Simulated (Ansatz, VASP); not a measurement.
# One calculation of V, two programs

INCAR

```
  ALGO = Normal
  EDIFF = 1E-6
  ENCUT = 520
  GGA = PS
  ISIF = 2
  ISMEAR = 0
  LASPH = True
  LCHARG = False
  LREAL = False
  LWAVE = False
  NBANDS = 12
  NELM = 100
  PREC = Accurate
  SIGMA = 0.15
```

Contents of KPOINTS:

```
k-points
0
Gamma
  22 22 22
```

Contents of POSCAR:

```
V
1.0
   -1.3919600000      1.3919600000      1.6340400000
    1.3919600000     -1.3919600000      1.6340400000
    1.3919600000      1.3919600000     -1.6340400000
V
1
Direct
    0.0000000000      0.0000000000      0.0000000000
```

Input for Ansatz:

```yaml
crystal:
  lattice:
    - [-1.39196, 1.39196, 1.63404]
    - [1.39196, -1.39196, 1.63404]
    - [1.39196, 1.39196, -1.63404]
  atoms:
    - { symbol: V, position: [0.0, 0.0, 0.0] }
basis:
  ecutwfc: 420
kpoints:
  mp_grid: { grid: [22, 22, 22] }
hamiltonian:
  xc: pbesol
scf:
  occupations: { method: gaussian, width: 0.15 }
output:
  forces: true
  stress: true
  eigenvalues: true
```

Change from the starting cell: strain -0.080 along x and y, +0.080 along z, atoms carried along.

Alike in both runs: task single point; functional PBEsol; k mesh 22 × 22 × 22; occupations gaussian, width 0.15 eV; no spin polarisation.

|  | VASP | Ansatz |
| --- | --- | --- |
| version | VASP 6.6.1 | Ansatz 0.2.0 |
| potentials or method | VASP PAW PBE potentials, release 64 (V_sv) | scalar-relativistic, plane waves, PAW |
| plane-wave cutoff (eV) | 520 | 420 |
| valence electrons in the cell | 13 | 13 |

Ansatz gave:

```
gap on the k mesh at the Fermi level (eV)       : none
pressure (GPa)                                  : 7.0
largest component of the traceless stress (GPa) : 14.60
```

Q: Which values does VASP return?

A: gap on the k mesh at the Fermi level (eV): none; pressure (GPa): 7.2; largest component of the traceless stress (GPa): 14.57.

A gap of «none» marks a metal or a gap that the smearing closes. With one functional, cell and mesh, what is left measures potentials, basis and numerics.

Caveats: the PAW data sets were made with another functional, which shifts forces and pressure a little (VASP).
